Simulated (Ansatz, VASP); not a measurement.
## SiC (Moissanite) in VASP and in Ansatz

Contents of INCAR:

```
ALGO     = Normal         # electronic algorithm
EDIFF    = 1E-6           # SCF threshold, eV
ENCUT    = 520            # plane-wave cutoff, eV
GGA      = PE             # functional
ISIF     = 2              # what is computed and relaxed
ISMEAR   = -1             # smearing method
IVDW     = 13             # dispersion correction
LASPH    = True           # aspherical terms in the spheres
LCHARG   = False          # write CHGCAR
LREAL    = False          # projectors in reciprocal space
LWAVE    = False          # write WAVECAR
NBANDS   = 16             # bands
NELM     = 80             # most SCF steps
PREC     = Accurate       # precision mode
SIGMA    = 0.05           # smearing width, eV
```

Contents of KPOINTS:

```
k-points
0
Gamma
  10 10 5
```

POSCAR

```
SiC
1.0
    3.1363290418      0.0000000000      0.0000000000
   -1.5681645209      2.7161406248      0.0000000000
    0.0000000000      0.0000000000      5.1470055276
Si C
2 2
Direct
    0.6666666667      0.3333333333      0.5000000000
    0.3333333333      0.6666666667      0.0000000000
    0.6666666667      0.3333333333      0.8850000000
    0.3333333333      0.6666666667      0.3850000000
```

input.yaml

```yaml
crystal:
  lattice:
    - [3.1363290418, 0.0, 0.0]
    - [-1.5681645209, 2.7161406248, 0.0]
    - [0.0, 0.0, 5.1470055276]
  atoms:
    - { symbol: Si, position: [0.6666666667, 0.3333333333, 0.5] }
    - { symbol: Si, position: [0.3333333333, 0.6666666667, 0.0] }
    - { symbol: C, position: [0.6666666667, 0.3333333333, 0.885] }
    - { symbol: C, position: [0.3333333333, 0.6666666667, 0.385] }
hamiltonian:
  xc: pbe
  pseudopotentials: { kind: paw }
  dispersion: d4
kpoints:
  mp_grid: { grid: [10, 10, 5] }
scf:
  occupations: { method: fermi_dirac, width: 0.05 }
output:
  forces: true
  stress: true
  eigenvalues: true
```

Alike in both runs: task single point; functional PBE; dispersion D4; k mesh 10 × 10 × 5; occupations fermi-dirac, width 0.05 eV; no spin polarisation.

```csv
,VASP,Ansatz
version,VASP 6.6.1,Ansatz 0.2.0
potentials or method,"VASP PAW PBE potentials, release 64 (Si, C)",Ansatz PAW
plane-wave cutoff (eV),520,420
valence electrons in the cell,16,16
```

|  | VASP | Ansatz | Ansatz less VASP |
| --- | --- | --- | --- |
| gap on the k mesh at the Fermi level (eV) | 2.48 | 2.49 | +0.001 |
| least direct gap on the mesh (eV) | 3.96 | 3.96 | +0.003 |
| pressure (GPa) | -11.8 | -11.8 | +0.04 |
| largest component of the traceless stress (GPa) | 1.55 | 1.55 | +0.001 |
| rms of the force components (eV/Å) | 0.373 | 0.372 | -0.0006 |
| dispersion energy (meV/atom) | -313.8 | -313.9 | -0.09 |

Atom by atom the forces differ by 0.001 eV/Å (rms over components).

Caveats: an odd mesh through Γ misses points on the zone boundary, where band edges often lie (VASP); odd divisions of the mesh miss points on the zone boundary, where band edges often lie, so the gap on the mesh can be too wide (Ansatz). A hybrid or GW would open this gap; PBE tends to underestimate it.
